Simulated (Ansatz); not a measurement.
ZnS (Wurtzite-2H):

```
CELL_PARAMETERS angstrom
3.81100 0.00000 0.00000
-1.90550 3.30042 0.00000
0.00000 0.00000 6.23400
ATOMIC_POSITIONS crystal
Zn 0.66667 0.33333 0.50000
Zn 0.33333 0.66667 0.00000
S 0.66667 0.33333 0.88500
S 0.33333 0.66667 0.38500
```

| Property | Result |
| --- | --- |
| Program | Ansatz 0.2.0 |
| Task | relaxation of cell and atoms |
| Functional | revPBE |
| Dispersion | D4 |
| Potentials or basis | Ansatz PAW |
| Cutoff | 420 eV (not typed: the program's choice for these potentials) |
| k mesh | 8 × 8 × 5 |
| Occupations | fermi-dirac, width 0.05 eV |
| Spin | no spin polarisation |

At the start: volume 19.60 Å³/atom.

Task: How do energy, volume and symmetry change on relaxing?

Result: It ends after 5 steps and the volume is 19.24 Å³/atom (-1.8 %); space group P6_3mc (No. 186, to 0.05 Å).

Step by step:
```
step  energy change (eV)  largest force (eV/Å)  volume (Å³)
   1              0.0000                0.3255        78.41
   2             -0.0169                0.2371        77.61
   3             -0.0281                0.0848        76.96
   4             -0.0291                0.0009        76.97
   5             -0.0284                0.0009        76.97
```

Final structure:
```cif
data_structure
_symmetry_space_group_name_H-M 'P 1'
_symmetry_Int_Tables_number 1
_cell_length_a 3.7807
_cell_length_b 3.7807
_cell_length_c 6.2178
_cell_angle_alpha 90.000
_cell_angle_beta 90.000
_cell_angle_gamma 120.000
_cell_volume 76.97
loop_
_atom_site_label
_atom_site_type_symbol
_atom_site_fract_x
_atom_site_fract_y
_atom_site_fract_z
_atom_site_occupancy
Zn1 Zn 0.66667 0.33333 0.50573 1
Zn2 Zn 0.33333 0.66667 0.00573 1
S1 S 0.66667 0.33333 0.87927 1
S2 S 0.33333 0.66667 0.37927 1
```

Caveat: the plane-wave basis is chosen anew once the cell has moved, so the energies of steps on either side of that aren't comparable; the PAW data sets come from PBE, with cores solved anew for the run's functional, which leaves a small shift of forces and pressure.
